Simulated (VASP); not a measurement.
# PbTe in VASP: how settings move the PBEsol single point

The PBEsol single point of rocksalt PbTe is repeated with altered inputs. Which of them can be trusted?

The runs shown are made with VASP 6.6.1. PAW datasets, plane waves. No spin polarisation and no zero-point or thermal motion.

**1. The system as given**

The cell comes from an earlier relaxation with r2SCAN in another program.

The symmetry is Fm-3m (No. 225, cubic); conventional cell a = 6.536 Å, 34.90 Å³ an atom. Around Pb lie 6 Te at 3.27 Å; around Te lie 6 Pb at 3.27 Å.

Structure file:

```cif
data_structure
_symmetry_space_group_name_H-M 'P 1'
_symmetry_Int_Tables_number 1
_cell_length_a 4.6214
_cell_length_b 4.6214
_cell_length_c 4.6214
_cell_angle_alpha 60.000
_cell_angle_beta 60.000
_cell_angle_gamma 60.000
_cell_volume 69.79
loop_
_atom_site_label
_atom_site_type_symbol
_atom_site_fract_x
_atom_site_fract_y
_atom_site_fract_z
_atom_site_occupancy
Pb1 Pb 0.00000 0.00000 0.00000 1
Te1 Te 0.50000 0.50000 0.50000 1
```

**2. Reference**

File INCAR:

```
ENCUT = 520.000000
SIGMA = 0.010000
EDIFF = 1.00e-07
GGA = PS
PREC = Accurate
IBRION = -1
ISIF = 2
ISMEAR = 0
NBANDS = 17
NELM = 120
NSW = 0
LASPH = .TRUE.
LCHARG = .FALSE.
LWAVE = .FALSE.
LREAL = .FALSE.
```

File KPOINTS:

```
KPOINTS created by Atomic Simulation Environment
0
Gamma
8 8 8
0 0 0
```

File POSCAR:

```
Pb Te
 1.0000000000000000
    -0.0000000000000000    3.2678368440065522    3.2678368440065522
     3.2678368440065522   -0.0000000000000000    3.2678368440065522
     3.2678368440065522    3.2678368440065522    0.0000000000000000
 Pb  Te
   1   1
Cartesian
  0.0000000000000000  0.0000000000000000  0.0000000000000000
  3.2678368440065522  3.2678368440065522  3.2678368440065522
```

A file KPOINTS_OPT adds named points for the levels; it doesn't enter the self-consistent loop.

Potentials: the recommended PBE PAW datasets, 20 valence electrons.

Run with:

```sh
mpirun -np 1 vasp_std
```

The closing lines of the self-consistent loop in OSZICAR:

```text
DAV:  12    -0.824282915198E+01   -0.10001E-06   -0.11183E-06  1301   0.114E-02    0.625E-03
DAV:  13    -0.824282896350E+01    0.18849E-06   -0.10537E-07   790   0.309E-03    0.312E-03
DAV:  14    -0.824282896672E+01   -0.32246E-08   -0.10990E-07   737   0.240E-03
   1 F= -.82428290E+01 E0= -.82428290E+01  d E =-.240888E-24
```

It took 34 s on 1 MPI rank of Intel Xeon Platinum 8488C, shared host; peak memory 0.23 GiB.

It gives: energy (σ→0) -8.2428 eV, pressure -1.77 GPa, gap on the mesh 0.74 eV.

**3. Try 1**

Changes to INCAR since step 2:

```diff
@@ -9,3 +9,2 @@
 NBANDS = 17
-NELM = 120
 NSW = 0
@@ -14,2 +13,5 @@
 LWAVE = .FALSE.
-LREAL = .FALSE.
+LREAL = Auto
+NELECT = 20.1
+NELMDL = -12
+NELM = 83
```

KPOINTS is that of step 2.

POSCAR is that of step 2.

Run with:

```sh
mpirun -np 1 vasp_std
```

Standard output, without the iteration lines:

```text
POSCAR found type information on POSCAR PbTe
 POSCAR found :  2 types and       2 ions
 -----------------------------------------------------------------------------
|                                                                             |
|                                                                             |
|     You have a (more or less) 'small supercell' and for smaller cells       |
|     it is recommended to use the reciprocal-space projection scheme!        |
|     The real-space optimization is not efficient for small cells and it     |
|     is also less accurate ...                                               |
|     Therefore, set LREAL=.FALSE. in the INCAR file.                         |
|                                                                             |
 -----------------------------------------------------------------------------

 -----------------------------------------------------------------------------
|                                                                             |
|                                                                             |
|     You enforced a specific xc type in the INCAR file but a different       |
|     I HOPE YOU KNOW WHAT YOU ARE DOING!                                     |
|                                                                             |
 -----------------------------------------------------------------------------

 LDA part: xc-table for (Slater+PW92), standard interpolation
 POSCAR, INCAR and KPOINTS ok, starting setup
 FFT: planning ... GRIDC
 FFT: planning ... GRID_SOFT
 FFT: planning ... GRID
 WAVECAR not read
 entering main loop
 the old and the new charge density differ
    0.388E+00
```

OSZICAR:

```text
N       E                     dE             d eps       ncg     rms          rms(c)
DAV:   1     0.150913155740E+03    0.15091E+03   -0.91019E+03   986   0.113E+03
DAV:   2     0.235519207236E+01   -0.14856E+03   -0.14394E+03  1047   0.289E+02
DAV:   3    -0.749334966380E+01   -0.98485E+01   -0.97823E+01  1257   0.821E+01
DAV:   4    -0.775242396662E+01   -0.25907E+00   -0.25895E+00  1246   0.149E+01
DAV:   5    -0.776201342750E+01   -0.95895E-02   -0.95892E-02  1403   0.255E+00
DAV:   6    -0.776226945581E+01   -0.25603E-03   -0.25603E-03  1382   0.359E-01
DAV:   7    -0.776227201154E+01   -0.25557E-05   -0.25555E-05  1398   0.400E-02
DAV:   8    -0.776227204626E+01   -0.34716E-07   -0.34279E-07  1258   0.441E-03
DAV:   9    -0.776227204671E+01   -0.45702E-09   -0.79816E-09   935   0.806E-04
DAV:  10    -0.776227204641E+01    0.30423E-09   -0.27367E-09   851   0.482E-04
DAV:  11    -0.776227204655E+01   -0.14506E-09   -0.12884E-09   706   0.333E-04
DAV:  12    -0.776227204740E+01   -0.84196E-09   -0.66072E-10   674   0.238E-04    0.388E+00
DAV:  13    -0.763333121668E+01    0.12894E+00   -0.29573E-01  1378   0.368E+00    0.232E+00
DAV:  14    -0.762785481942E+01    0.54764E-02   -0.73058E-02  1209   0.137E+00    0.932E-01
DAV:  15    -0.762799991365E+01   -0.14509E-03   -0.72823E-03  1192   0.836E-01    0.123E-01
DAV:  16    -0.762797425754E+01    0.25656E-04   -0.72024E-04  1469   0.246E-01    0.370E-02
DAV:  17    -0.762797935736E+01   -0.50998E-05   -0.57714E-05  1204   0.605E-02    0.211E-02
DAV:  18    -0.762798108028E+01   -0.17229E-05   -0.16764E-05  1311   0.313E-02    0.140E-02
DAV:  19    -0.762798120271E+01   -0.12243E-06   -0.12461E-06  1252   0.879E-03    0.974E-03
DAV:  20    -0.762798094297E+01    0.25974E-06   -0.93847E-08   799   0.235E-03    0.347E-03
DAV:  21    -0.762798099421E+01   -0.51238E-07   -0.19682E-07   757   0.412E-03
   1 F= -.76279810E+01 E0= -.76278503E+01  d E =-.261354E-03
```

OUTCAR, selected sections:

```text
k-points           NKPTS =     29   k-points in BZ     NKDIM =     29   number of bands    NBANDS=     17

   NELECT =      20.1000    total number of electrons

   dimension x,y,z NGX =    36 NGY =   36 NGZ =   36
   dimension x,y,z NGXF=    72 NGYF=   72 NGZF=   72

  energy-cutoff  :      520.00
  volume of cell :       69.79
      direct lattice vectors                 reciprocal lattice vectors
     0.000000000  3.267836844  3.267836844    -0.153006415  0.153006415  0.153006415
     3.267836844  0.000000000  3.267836844     0.153006415 -0.153006415  0.153006415
     3.267836844  3.267836844  0.000000000     0.153006415  0.153006415 -0.153006415

 k-points in reciprocal lattice and weights: KPOINTS created by Atomic Simulation Env
   0.00000000  0.00000000  0.00000000       0.002
   0.12500000  0.00000000  0.00000000       0.016
   0.25000000  0.00000000  0.00000000       0.016
   0.37500000  0.00000000  0.00000000       0.016
   0.50000000  0.00000000  0.00000000       0.008
   0.12500000  0.12500000  0.00000000       0.012
   0.25000000  0.12500000  0.00000000       0.047
   0.37500000  0.12500000  0.00000000       0.047
[... 21 more k-points ...]

 E-fermi :   6.2554

 k-point     1 :       0.0000    0.0000    0.0000
  band No.  band energies     occupation
      1     -11.5329      2.00000
      2     -11.5329      2.00000
      3     -11.5239      2.00000
      4     -11.5239      2.00000
      5     -11.5239      2.00000
      6      -6.7500      2.00000
      7      -0.6761      2.00000
      8       3.8017      2.00000
      9       3.8017      2.00000
     10       3.8017      2.00000
     11       9.0280      0.00000
     12       9.0280      0.00000
     13       9.0280      0.00000
     14      10.8200      0.00000
     15      10.8200      0.00000
     16      10.8200      0.00000
     17      12.3087      0.00000

 k-point     2 :       0.1250    0.0000    0.0000
  band No.  band energies     occupation
      1     -11.5345      2.00000
      2     -11.5345      2.00000
      3     -11.5235      2.00000
      4     -11.5219      2.00000
      5     -11.5219      2.00000
      6      -6.6221      2.00000
      7      -1.0639      2.00000
      8       3.8393      2.00000
      9       3.8393      2.00000
     10       4.0049      2.00000
     11       8.2542      0.00000
     12       8.4615      0.00000
     13       8.4615      0.00000
     14      10.6336      0.00000
     15      11.1073      0.00000
     16      11.1073      0.00000
     17      13.2423      0.00000

[... the tables of k-points 3 to 29 left out ...]

  Total        0.3429774      0.3429774      0.3429774      0.0000000      0.0000000      0.0000000
  in kB        7.8734477      7.8734477      7.8734477      0.0000000      0.0000000      0.0000000
  external PRESSURE =       7.8734477 kB  Pullay stress =       0.0000000 kB

 POSITION                                       TOTAL-FORCE (eV/Angst)
 -----------------------------------------------------------------------------------
      0.00000      0.00000      0.00000         0.000000      0.000000      0.000000
      3.26784      3.26784      3.26784        -0.000000     -0.000000     -0.000000
 -----------------------------------------------------------------------------------
    total drift:                               -0.000000      0.000000      0.000000

  FREE ENERGIE OF THE ION-ELECTRON SYSTEM (eV)
  ---------------------------------------------------
  free  energy   TOTEN  =        -7.6279809942 eV

  energy  without entropy=       -7.6277196403  energy(sigma->0) =       -7.62785032
```

Run time: 59 s. Hardware: 1 MPI rank of Intel Xeon Platinum 8488C, shared host; peak memory 0.21 GiB.

Changed: LREAL = Auto, NELECT = 20.1, NELMDL = -12, NELM = 83. VASP runs to the end. Its total energy is on another scale than the reference's; the pressure goes from -1.8 to 0.8 GPa. The pressure of a charged cell depends on the background and is no physical response. The cell is charged, with a uniform background to balance it.

**4. Try 2**

Changes to INCAR since step 2:

```diff
@@ -8,4 +8,2 @@
 ISMEAR = 0
-NBANDS = 17
-NELM = 120
 NSW = 0
@@ -15 +13,4 @@
 LREAL = .FALSE.
+NBANDS = 50
+NELMDL = 0
+NELM = 56
```

KPOINTS is that of step 2.

POSCAR is that of step 2.

Run with:

```sh
mpirun -np 1 vasp_std
```

Printed to the terminal (iteration lines stand in OSZICAR):

```text
POSCAR found type information on POSCAR PbTe
 POSCAR found :  2 types and       2 ions
 -----------------------------------------------------------------------------
|                                                                             |
|                                                                             |
|     You enforced a specific xc type in the INCAR file but a different       |
|     I HOPE YOU KNOW WHAT YOU ARE DOING!                                     |
|                                                                             |
 -----------------------------------------------------------------------------

 LDA part: xc-table for (Slater+PW92), standard interpolation
 POSCAR, INCAR and KPOINTS ok, starting setup
 FFT: planning ... GRIDC
 FFT: planning ... GRID_SOFT
 FFT: planning ... GRID
 WAVECAR not read
 WARNING: random wavefunctions but no delay for mixing, default for NELMDL
 entering main loop
```

OSZICAR:

```text
N       E                     dE             d eps       ncg     rms          rms(c)
DAV:   1     0.189428510869E+03    0.18943E+03   -0.66302E+03  2990   0.385E+02
DAV:   2     0.149922469394E+02   -0.17444E+03   -0.15493E+03  3124   0.147E+02
DAV:   3    -0.760243888513E+01   -0.22595E+02   -0.22033E+02  3404   0.472E+01
DAV:   4    -0.836168015459E+01   -0.75924E+00   -0.75792E+00  3592   0.838E+00
DAV:   5    -0.837777465574E+01   -0.16095E-01   -0.16091E-01  3664   0.133E+00    0.307E+00
DAV:   6    -0.824969306046E+01    0.12808E+00   -0.17203E-01  4560   0.130E+00    0.190E+00
DAV:   7    -0.824224957747E+01    0.74435E-02   -0.33026E-02  4180   0.420E-01    0.804E-01
DAV:   8    -0.824276471155E+01   -0.51513E-03   -0.34231E-03  3740   0.233E-01    0.926E-02
DAV:   9    -0.824281848684E+01   -0.53775E-04   -0.13261E-04  3960   0.292E-02    0.416E-02
DAV:  10    -0.824283050782E+01   -0.12021E-04   -0.13930E-05  4210   0.150E-02    0.256E-02
DAV:  11    -0.824282904446E+01    0.14634E-05   -0.33677E-06  4454   0.448E-03    0.561E-03
DAV:  12    -0.824282900263E+01    0.41830E-07   -0.35053E-07  3638   0.241E-03
   1 F= -.82428290E+01 E0= -.82428290E+01  d E =-.373216E-35
```

OUTCAR, selected sections:

```text
k-points           NKPTS =     29   k-points in BZ     NKDIM =     29   number of bands    NBANDS=     50

   NELECT =      20.0000    total number of electrons

   dimension x,y,z NGX =    36 NGY =   36 NGZ =   36
   dimension x,y,z NGXF=    72 NGYF=   72 NGZF=   72

  energy-cutoff  :      520.00
  volume of cell :       69.79
      direct lattice vectors                 reciprocal lattice vectors
     0.000000000  3.267836844  3.267836844    -0.153006415  0.153006415  0.153006415
     3.267836844  0.000000000  3.267836844     0.153006415 -0.153006415  0.153006415
     3.267836844  3.267836844  0.000000000     0.153006415  0.153006415 -0.153006415

 k-points in reciprocal lattice and weights: KPOINTS created by Atomic Simulation Env
   0.00000000  0.00000000  0.00000000       0.002
   0.12500000  0.00000000  0.00000000       0.016
   0.25000000  0.00000000  0.00000000       0.016
   0.37500000  0.00000000  0.00000000       0.016
   0.50000000  0.00000000  0.00000000       0.008
   0.12500000  0.12500000  0.00000000       0.012
   0.25000000  0.12500000  0.00000000       0.047
   0.37500000  0.12500000  0.00000000       0.047
[... 21 more k-points ...]

 E-fermi :   5.1062

 k-point     1 :       0.0000    0.0000    0.0000
  band No.  band energies     occupation
      1     -11.5474      2.00000
      2     -11.5474      2.00000
      3     -11.5391      2.00000
      4     -11.5391      2.00000
      5     -11.5391      2.00000
      6      -6.7280      2.00000
      7      -0.6701      2.00000
      8       3.8234      2.00000
      9       3.8234      2.00000
     10       3.8234      2.00000
     11       9.0472      0.00000
     12       9.0472      0.00000
     13       9.0472      0.00000
     14      10.8624      0.00000
     15      10.8624      0.00000
     16      10.8624      0.00000
     17      12.3641      0.00000
     18      12.3801      0.00000
     19      13.0032      0.00000
     20      13.0032      0.00000
     21      23.4297      0.00000
     22      23.4297      0.00000
     23      23.4297      0.00000
     24      24.1939      0.00000
     25      24.1939      0.00000
     26      24.1939      0.00000
     27      25.0857      0.00000
     28      25.0857      0.00000
     29      25.0857      0.00000
     30      26.2349      0.00000
     31      26.2349      0.00000
     32      29.1207      0.00000
     33      29.1207      0.00000
     34      29.1207      0.00000
     35      29.9384      0.00000
     36      31.4066      0.00000
     37      31.4066      0.00000
     38      31.4066      0.00000
     39      32.0647      0.00000
     40      32.4996      0.00000
     41      32.4996      0.00000
     42      33.9144      0.00000
     43      34.7392      0.00000
     44      34.7392      0.00000
     45      34.7392      0.00000
     46      35.9704      0.00000
     47      35.9704      0.00000
     48      35.9868      0.00000
     49      35.9943      0.00000
     50      35.9943      0.00000

[... the tables of k-points 2 to 29 left out ...]

  Total       -0.7711577     -0.7711577     -0.7711577     -0.0000000      0.0000000      0.0000000
  in kB      -17.7028296    -17.7028296    -17.7028296     -0.0000000      0.0000000      0.0000000
  external PRESSURE =     -17.7028296 kB  Pullay stress =       0.0000000 kB

 POSITION                                       TOTAL-FORCE (eV/Angst)
 -----------------------------------------------------------------------------------
      0.00000      0.00000      0.00000        -0.000000     -0.000000     -0.000000
      3.26784      3.26784      3.26784         0.000000      0.000000      0.000000
 -----------------------------------------------------------------------------------
    total drift:                               -0.000000      0.000000      0.000000

  FREE ENERGIE OF THE ION-ELECTRON SYSTEM (eV)
  ---------------------------------------------------
  free  energy   TOTEN  =        -8.2428290026 eV

  energy  without entropy=       -8.2428290026  energy(sigma->0) =       -8.24282900
```

It took 75 s on 1 MPI rank of Intel Xeon Platinum 8488C, shared host; peak memory 0.24 GiB.

Changed: NBANDS = 50, NELMDL = 0, NELM = 56. The run ends normally. Against the reference the energy moves by less than 0.1 meV/atom.

**5. Side by side**

| run | changed | ending | energy change (meV/atom) | pressure (GPa) | gap on the mesh (eV; negative: overlap) | electronic steps | time | usable |
| --- | --- | --- | --- | --- | --- | --- | --- | --- |
| ref. | – | converged | 0 | -1.8 | 0.74 | 14 | 34 s | yes |
| 1 | LREAL = Auto, NELECT = 20.1, NELMDL = -12, NELM = 83 | converged | – | 0.8 | – | 21 | 59 s | no |
| 2 | NBANDS = 50, NELMDL = 0, NELM = 56 | converged | 0.0 | -1.8 | 0.74 | 12 | 75 s | yes |

**Reading.** Of 2 altered inputs, 1 ended normally on a faulty or unsound input, 1 gave usable results.

Spin-orbit coupling is left out, though the cell holds Pb, Te; it can move the gap.
